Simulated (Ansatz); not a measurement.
Runs of Ansatz 0.2.0 on ZrB2. The structure is hexagonal, space group P6/mmm (No. 191). The conventional cell has a = 3.170 Å, b = 3.170 Å, c = 3.533 Å, α = 90.00°, β = 90.00°, γ = 120.00°. Zr (site symmetry 6/mmm) is surrounded by 12 B at 2.54 Å. B (site symmetry -6m2) is surrounded by 3 B at 1.83 Å. 

| task | level | cutoff (eV) | points for each segment of the path | gap on the mesh (eV) | pressure (GPa) | V0 of scaled cells (Å³/atom) | B0 (GPa) |
| --- | --- | --- | --- | --- | --- | --- | --- |
| band structure | PBE | 420 | 14 | none | 0.8 | - | - |
| equation of state | PBE | 420 | - | - | - | 10.28 | (a) |
| equation of state | LDA | 420 | - | - | - | 9.89 | 261 |
| equation of state | r2SCAN | 500 | - | - | - | 10.28 | (b) |
| band structure | LDA | 420 | 14 | none | -8.8 | - | - |
| band structure | r2SCAN | 500 | 14 | none | 0.8 | - | - |

Alike in all rows: potentials or basis Ansatz PAW; no spin polarisation; cell as given; k mesh 10 × 10 × 8; smearing fermi-dirac 0.05 eV.

**Question.** Estimate the missing entries.

**Answer.** (a) 239; (b) 244.

Caveats: the cell was scaled at fixed shape and fractional positions, which overstates the stiffness of a crystal with free parameters, most of all of layers and chains (some runs); the PAW data sets come from PBE, with cores solved anew for the run's functional, which leaves a small shift of forces and pressure (some runs); the PAW data sets were made with another functional, which shifts forces and pressure a little (some runs).

A k mesh can miss the band edges, and the runs leave out spin-orbit coupling on Zr.

A gap of «none» marks a metal or a gap under the smearing width.
